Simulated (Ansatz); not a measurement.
The system is AlNi.

```
Ni Al
1.0
     2.88100    0.00000    0.00000
     0.00000    2.88100    0.00000
     0.00000    0.00000    2.88100
Ni Al
1 1
Direct
  0.50000 0.50000 0.50000
  0.00000 0.00000 0.00000
```

Base run:

* Program: Ansatz 0.2.0
* Functional: BLYP
* Potentials or basis: Ansatz PAW
* Cutoff: 420 eV (not typed: the program's choice for these potentials)
* k mesh: 9 × 9 × 9
* Occupations: fermi-dirac, width 0.05 eV
* Spin: collinear spin, ferromagnetic start
* Starting moments: [1.0, 0.0] μB

Its results: band gap on the k mesh none (metal or under the smearing width); pressure 6.6 GPa; net moment 0.00 μB per cell.

**Question.** After a change of settings the same cell gave: band gap on the k mesh none (metal or under the smearing width); pressure -3.2 GPa; net moment 0.00 μB per cell. Which change was it?
A. functional from BLYP to PBE
B. functional from BLYP to RPBE
C. functional from BLYP to PBE; occupations from fermi-dirac, width 0.05 eV to gaussian, width 0.011 eV
D. functional from BLYP to r2SCAN; cutoff from 420 eV (not typed: the program's choice for these potentials) to 500 eV (not typed: the program's choice for these potentials)

**Answer.** D.

Caveats: the PAW data sets come from PBE, with cores solved anew for the run's functional, which leaves a small shift of forces and pressure; the starting moments weren't kept; the magnetic or orbital state may not be the lowest (some runs).
